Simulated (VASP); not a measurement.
# LiF (Pm-3m) in VASP: further runs, part 2 of 2

VASP 6.6.1. Earlier steps stand in the parts before.

## 3. Single point, PBE

The input, INCAR:

```
SYSTEM = LiF
PREC = Accurate ; ENCUT = 520
EDIFF = 1E-6 ; ISMEAR = 0
SIGMA = 0.1 ; LREAL = .FALSE.
LASPH = .TRUE. ; NELM = 80
ALGO = Fast ; ISIF = 2
LWAVE = .FALSE. ; LCHARG = .FALSE.
GGA = PE ; NBANDS = 12
```

The input, KPOINTS:

```
regular mesh
0
G
  8 8 8
  0 0 0
```

The input, POSCAR:

```
LiF
1.0
    2.5595330000      0.0000000000      0.0000000000
    0.0000000000      2.5595330000      0.0000000000
    0.0000000000      0.0000000000      2.5595330000
Li F
1 1
Direct
    0.0000000000      0.0000000000      0.0000000000
    0.5000000000      0.5000000000      0.5000000000
```

Potentials or basis: VASP PAW PBE potentials, release 64 (Li_sv, F).

Launch:

```
> cat potpaw_PBE.64/Li_sv/POTCAR potpaw_PBE.64/F/POTCAR > POTCAR
> mpirun -np 1 vasp_std > vasp.out
```

Wall time 4.3 s (1 thread of Intel Xeon Platinum 8488C (Sapphire Rapids), shared host); peak memory 0.12 GiB.

Results (log left out):

- Free energy: -9.0486 eV
- Band gap on the k mesh: 7.51 eV, indirect (least direct gap 8.18 eV)

Levels at points of the mesh, in eV from the valence-band top:
```csv
k point,band 2,band 3,band 4,band 5,band 6,band 7,band 8,band 9
"(0.00, 0.00, 0.00)",-20.79,-0.67,-0.67,-0.67,7.51,18.83,18.83,20.89
"(0.50, 0.00, 0.00)",-20.33,-3.67,-0.28,-0.28,9.11,14.00,20.28,20.28
"(0.50, 0.50, 0.00)",-19.81,-3.24,-3.24,0.00,13.35,13.64,13.64,19.38
"(0.50, 0.50, 0.50)",-19.38,-2.25,-2.25,-2.25,11.12,11.12,11.12,24.12
```

Caveat: the cutoff is under 1.25 times the usual one of these potentials, so pressure, stress and relaxed cells hold a basis-set (Pulay) error.

## 4. Single point, PBE (Li replaced by Na, lengths x 1.123, strained and moved within the space group)

The input, INCAR:

```
ALGO = Fast ; EDIFF = 1E-6
ENCUT = 520 ; GGA = PE
ISIF = 2 ; ISMEAR = 0
LASPH = True ; LCHARG = False
LREAL = False ; LWAVE = False
NBANDS = 14 ; NELM = 80
PREC = Accurate ; SIGMA = 0.02
```

The input, KPOINTS:

```
k-points
0
Gamma
  8 8 8
```

The input, POSCAR:

```
NaF
1.0
    2.9789373579      0.0000000000      0.0000000000
    0.0000000000      2.9789373579      0.0000000000
    0.0000000000      0.0000000000      2.9789373579
Na F
1 1
Direct
    0.0000000000      0.0000000000      0.0000000000
    0.5000000000      0.5000000000      0.5000000000
```

Potentials or basis: VASP PAW PBE potentials, release 64 (Na_pv, F).

Launch:

```
> cat potpaw_PBE.64/Na_pv/POTCAR potpaw_PBE.64/F/POTCAR > POTCAR
> mpirun -np 1 vasp_std > vasp.out
```

It took 6.3 s on 1 thread of Intel Xeon Platinum 8559C (Emerald Rapids), shared host; peak memory 0.13 GiB.

The run converged. Its results:

```yaml
Free_energy: -8.2105 eV
Pressure: -4.6 GPa
Band_gap_on_the_k_mesh: 5.01 eV, indirect (least direct gap 5.28 eV)
```

Levels at points of the mesh, in eV from the valence-band top:
```csv
k point,band 5,band 6,band 7,band 8,band 9,band 10
"(0.00, 0.00, 0.00)",-0.27,-0.27,-0.27,5.01,14.85,14.85
"(0.50, 0.00, 0.00)",-2.07,-0.15,-0.15,9.46,10.17,18.46
"(0.50, 0.50, 0.00)",-1.47,-1.47,0.00,10.78,13.38,13.38
"(0.50, 0.50, 0.50)",-1.24,-1.24,-1.24,13.04,13.04,13.04
```

## 5. Single point, PBE (one atom moved)

The input, INCAR:

```
SYSTEM = LiF
PREC = Accurate
ENCUT = 520
EDIFF = 1E-6
ISMEAR = 0
SIGMA = 0.02
LREAL = .FALSE.
LASPH = .TRUE.
NELM = 80
ALGO = Normal
ISIF = 2
LWAVE = .FALSE.
LCHARG = .FALSE.
GGA = PE
NBANDS = 12
```

The input, KPOINTS:

```
Automatic mesh
0
G
  10 10 10
  0 0 0
```

The input, POSCAR:

```
LiF
1.0
    2.5595330000      0.0000000000      0.0000000000
    0.0000000000      2.5595330000      0.0000000000
    0.0000000000      0.0000000000      2.5595330000
Li F
1 1
Direct
    0.0000000000      0.0351626644      0.0000000000
    0.5000000000      0.5000000000      0.5000000000
```

Potentials or basis: VASP PAW PBE potentials, release 64 (Li_sv, F).

Launch:

```
> cat potpaw_PBE.64/Li_sv/POTCAR potpaw_PBE.64/F/POTCAR > POTCAR
> mpirun -np 1 vasp_std > vasp.out
```

It took 9.3 s on 1 thread of Intel Xeon Platinum 8559C (Emerald Rapids), shared host; peak memory 0.13 GiB.

It converged, with:

- Free energy: -9.0502 eV
- Largest force: 0.032 eV/Å
- Band gap on the k mesh: 7.50 eV, indirect (least direct gap 8.17 eV)

Forces on the atoms (eV/Å):
```
Li   0.000  0.032  0.000
F    0.000 -0.032  0.000
```

Levels at points of the mesh, in eV from the valence-band top:
```csv
k point,band 2,band 3,band 4,band 5,band 6,band 7,band 8,band 9
"(0.00, 0.00, 0.00)",-20.80,-0.68,-0.68,-0.66,7.50,18.67,18.84,20.91
"(0.50, 0.00, 0.00)",-20.34,-3.67,-0.28,-0.28,9.14,13.96,20.28,20.40
"(0.00, 0.50, 0.00)",-20.34,-3.67,-0.28,-0.28,9.11,14.03,20.31,20.31
"(0.50, 0.50, 0.00)",-19.82,-3.24,-3.23,-0.01,12.79,13.67,14.25,19.36
"(0.50, 0.00, 0.50)",-19.82,-3.25,-3.25,0.00,13.36,13.67,13.67,19.40
"(0.50, 0.50, 0.50)",-19.38,-2.26,-2.26,-2.24,11.13,11.16,11.16,24.09
```

Caveat: the cutoff is under 1.25 times the usual one of these potentials, so pressure, stress and relaxed cells hold a basis-set (Pulay) error.

## 6. Single point, PBE (Li replaced by Na, lengths x 1.123, strained and moved within the space group)

The input, INCAR:

```
SYSTEM = NaF
ALGO = Fast
EDIFF = 1E-7
ENCUT = 520
GGA = PE
ISIF = 2
ISMEAR = 0
LASPH = .TRUE.
LCHARG = .FALSE.
LREAL = .FALSE.
LWAVE = .FALSE.
NBANDS = 14
NELM = 100
PREC = Accurate
SIGMA = 0.1
```

The input, KPOINTS:

```
k-points
0
G
  6 6 6
  0 0 0
```

The input, POSCAR:

```
NaF
1.0
    2.9789373579      0.0000000000      0.0000000000
    0.0000000000      2.9789373579      0.0000000000
    0.0000000000      0.0000000000      2.9789373579
Na F
1 1
Direct
    0.0000000000      0.0000000000      0.0000000000
    0.5000000000      0.5000000000      0.5000000000
```

Potentials or basis: VASP PAW PBE potentials, release 64 (Na_pv, F).

Launch:

```
> cat potpaw_PBE.64/Na_pv/POTCAR potpaw_PBE.64/F/POTCAR > POTCAR
> mpirun -np 1 vasp_std > vasp.out
```

OUTCAR:

```text
SYSTEM = NaF
   EDIFF = 1E-7
   ENCUT = 520
   GGA = PE
   ISIF = 2
   ISMEAR = 0
   LASPH = .TRUE.
   LREAL = .FALSE.
   NELM = 100
   PREC = Accurate

 ion  position               nearest neighbor table
   1  0.000  0.000  0.000-
   2  0.500  0.500  0.500-

  LATTYP: Found a simple cubic cell.
 ALAT       =     2.9789373579

  Lattice vectors:

 A1 = (   2.9789373579,   0.0000000000,   0.0000000000)
[... 520 lines left out ...]
     14      18.1945      0.00000

------------------------ aborting loop because EDIFF is reached ----------------------------------------

  FORCE on cell =-STRESS in cart. coord.  units (eV):
  Direction    XX          YY          ZZ          XY          YZ          ZX
  --------------------------------------------------------------------------------------
  -------------------------------------------------------------------------------------
  Total       -0.7547075     -0.7547075     -0.7547075     -0.0000000     -0.0000000      0.0000000
  in kB      -45.7409480    -45.7409480    -45.7409480     -0.0000000     -0.0000000      0.0000000
  external PRESSURE =     -45.7409480 kB  Pullay stress =       0.0000000 kB

 VOLUME and BASIS-vectors are now :
 -----------------------------------------------------------------------------
  energy-cutoff  :      520.00
  volume of cell :       26.44
      direct lattice vectors                 reciprocal lattice vectors
     2.978937358  0.000000000  0.000000000     0.335690174  0.000000000  0.000000000
     0.000000000  2.978937358  0.000000000     0.000000000  0.335690174  0.000000000
     0.000000000  0.000000000  2.978937358     0.000000000  0.000000000  0.335690174

 POSITION                                       TOTAL-FORCE (eV/Angst)
 -----------------------------------------------------------------------------------
      0.00000      0.00000      0.00000         0.000000      0.000000      0.000000
      1.48947      1.48947      1.48947         0.000000      0.000000      0.000000
 -----------------------------------------------------------------------------------
    total drift:                                0.000000      0.000000     -0.000000

  FREE ENERGIE OF THE ION-ELECTRON SYSTEM (eV)
  ---------------------------------------------------
  free  energy   TOTEN  =        -8.2103764566 eV

  energy  without entropy=       -8.2103764566  energy(sigma->0) =       -8.21037646
```

Run time: 5.1 s. Hardware: 1 thread of Intel Xeon Platinum 8559C (Emerald Rapids), shared host; peak memory 0.13 GiB.

What came out:

```
Free energy            : -8.2104 eV
Pressure               : -4.6 GPa
Band gap on the k mesh : 5.01 eV, indirect (least direct gap 5.28 eV)
```

Levels at points of the mesh, in eV from the valence-band top:
```
           k point  band 3  band 4  band 5  band 6  band 7  band 8  band 9  band 10  band 11  band 12
(0.00, 0.00, 0.00)  -20.48  -19.43   -0.27   -0.27   -0.27    5.01   14.85    14.85    21.11    21.11
(0.50, 0.00, 0.00)  -20.46  -19.07   -2.07   -0.15   -0.15    9.46   10.17    18.46    19.75    21.19
(0.50, 0.50, 0.00)  -20.45  -19.10   -1.47   -1.47    0.00   10.78   13.38    13.38    14.18    21.90
(0.50, 0.50, 0.50)  -20.59  -18.95   -1.24   -1.24   -1.24   13.04   13.04    13.04    17.43    17.43
```

## 7. The runs side by side

```csv
level,potentials or basis,cell,k mesh,smearing,gap on the mesh (eV),pressure (GPa)
LDA,"VASP PAW LDA potentials, release 64 (Li_sv, F)","functional LDA, strained and moved within the space group",10 × 10 × 10,gaussian 0.02 eV,7.21,-
PBE,"VASP PAW PBE potentials, release 64 (Li_sv, F)",as given,8 × 8 × 8,gaussian 0.1 eV,7.51,-
PBE,"VASP PAW PBE potentials, release 64 (Na_pv, F)","Li replaced by Na, lengths x 1.123, strained and moved within the space group",8 × 8 × 8,gaussian 0.02 eV,5.01,-4.6
PBE,"VASP PAW PBE potentials, release 64 (Li_sv, F)",one atom moved,10 × 10 × 10,gaussian 0.02 eV,7.50,-
PBE,"VASP PAW PBE potentials, release 64 (Na_pv, F)","Li replaced by Na, lengths x 1.123, strained and moved within the space group",6 × 6 × 6,gaussian 0.1 eV,5.01,-4.6
```

Alike in all rows: task single point; no spin polarisation; cutoff (eV) 520.

Caveats: the cutoff is under 1.25 times the usual one of these potentials, so pressure, stress and relaxed cells hold a basis-set (Pulay) error (some runs).

Total energies depend on the potentials used, so only differences within one code and one set of settings carry meaning.
